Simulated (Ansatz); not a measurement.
**Ge: a prediction, then the measurements**

The calculation used Ansatz, DFT PBE, scalar-relativistic, plane waves, PAW.

Cutoff 420 eV; k points 20×20×20 on the computed 2-atom cell (Γ-centred); Gaussian smearing, width 0.10 eV; no spin polarisation.

Relaxed structure:

```
CELL_PARAMETERS angstrom
-2.03696 2.03696 2.88067
2.03696 -2.03696 2.88067
2.03696 2.03696 -2.88067
ATOMIC_POSITIONS crystal
Ge 0.00000 0.00000 0.00000
Ge 0.75000 0.25000 0.50000
```

```json
{
 "Space group": "Fd-3m (No. 227)",
 "Volume per atom": "23.90 Å³",
 "Energy over the standard state (uncorrected)": "-0.003 eV/atom",
 "Kohn–Sham band gap": "zero, with almost no states at the Fermi level",
 "Density of states at the Fermi level": "0.0 states/eV per cell",
 "Orbital (Löwdin) character within 0.5 eV of the Fermi level": "Ge 4p 81 %, Ge 4s 18 %",
 "Bulk modulus": "59 GPa",
 "Its pressure derivative": "4.9",
 "Bader charge by site (e)": "Ge (2 in the cell) 0.00"
}
```

**Against measurements.**

A measured lattice constant a of Ge is 5.66 Å (300.15 K; a printed reference work (textbook)); the calculated 5.761 Å exceeds it by 1.8 %. The calculation is for 0 K without zero-point motion.

It comes from a database structure that was distorted and then relaxed. Löwdin shares on free-atom orbitals overweight diffuse shells.
